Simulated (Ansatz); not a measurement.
# HfO2: O vacancy

Method: DFT PBE, scalar-relativistic, plane waves, PAW (Ansatz 0.2.0). Run with 420 eV cutoff, 2×2×2 k-mesh, shifted by half a step, Gaussian smearing of 0.01 eV, no spin polarisation.

Host crystal, relaxed:

```xyz
6
Lattice="3.6043 0.0000 0.0000 0.0000 3.6043 0.0000 0.0000 0.0000 5.2640" Properties=species:S:1:pos:R:3 pbc="T T T"
Hf    1.8022    1.8022    2.6320
Hf    0.0000    0.0000    0.0000
O     0.0000    1.8022    3.6493
O     1.8022    0.0000    4.2467
O     1.8022    0.0000    1.6147
O     0.0000    1.8022    1.0173
```

Supercell of 48 atoms, rows in host cell vectors: 0 -2 -1; 2 0 1; -2 0 1. Atoms relax at the host's cell, keeping the symmetry that the supercell leaves at the site. The cell is small, so energies carry finite-size errors of tenths of an eV. The host's Kohn–Sham gap is 4.67 eV.

Spin-orbit coupling is left out, which matters for the bands and energies of heavy elements.

Defect: O vacancy at (0.000, 0.500, 0.693) of the host cell, charge 0.

Question: Give the relaxed supercell.

Answer:
```
Hf O
1.0
     0.00000   -7.20861   -5.26397
     7.20861    0.00000    5.26397
    -7.20861    0.00000    5.26397
Hf O
16 31
Cartesian
  -1.9134 -1.8022 2.7373
  -1.8061 -5.3454 2.6210
  1.7761 -1.8022 2.5852
  -5.2952 -1.8022 2.7373
  1.8061 -5.3454 -2.6430
  1.8061 -5.4675 2.6210
  5.4325 -1.8022 2.5852
  -1.8061 -5.4675 -2.6430
  0.0030 -0.0135 5.2534
  0.0030 -3.5908 5.2534
  3.6043 -0.0525 5.2137
  -3.6043 0.0628 5.3294
  3.6043 -3.6671 0.0654
  -3.6043 -3.5518 -0.0502
  -0.0030 -0.0135 -0.0105
  -0.0030 -3.5908 -0.0105
  -3.6043 -5.4073 3.6776
  0.0018 -1.8022 3.6106
  -0.0018 -1.8022 8.8745
  0.0000 -5.4065 -1.6208
  0.0000 -5.4065 3.6432
  3.6043 -1.8022 3.6452
  3.6043 -5.4056 3.6776
  -1.8380 -3.5475 4.2410
  5.4118 -7.2279 -1.0141
  1.7969 -3.5850 4.2498
  1.8380 -3.5475 -1.0230
  1.7969 -7.2279 -1.0141
  -5.3706 -7.2654 -1.0230
  -1.7969 -3.5850 -1.0141
  -1.8380 -7.2654 -1.0230
  -1.6890 -3.5323 1.6185
  -1.9002 -7.1462 1.6345
  1.9002 -3.6667 1.6345
  -5.5196 -3.5323 1.6185
  1.9002 -7.1462 -3.6295
  1.6890 -7.2806 1.6185
  5.3084 -3.6667 1.6345
  -1.6890 -7.2806 -3.6455
  3.6043 -1.8022 6.3824
  -3.6043 -5.2787 1.0482
  0.2637 -1.8022 0.9441
  -0.2637 -1.8022 6.2081
  0.0000 -5.4065 6.2654
  0.0000 -5.4065 1.0014
  -3.6043 -1.8022 6.1882
  3.6043 -5.5342 1.0482
```
Around the defect: 2 Hf at 1.92 Å. The run ended with a moment of 0.00 μB (no spin polarisation).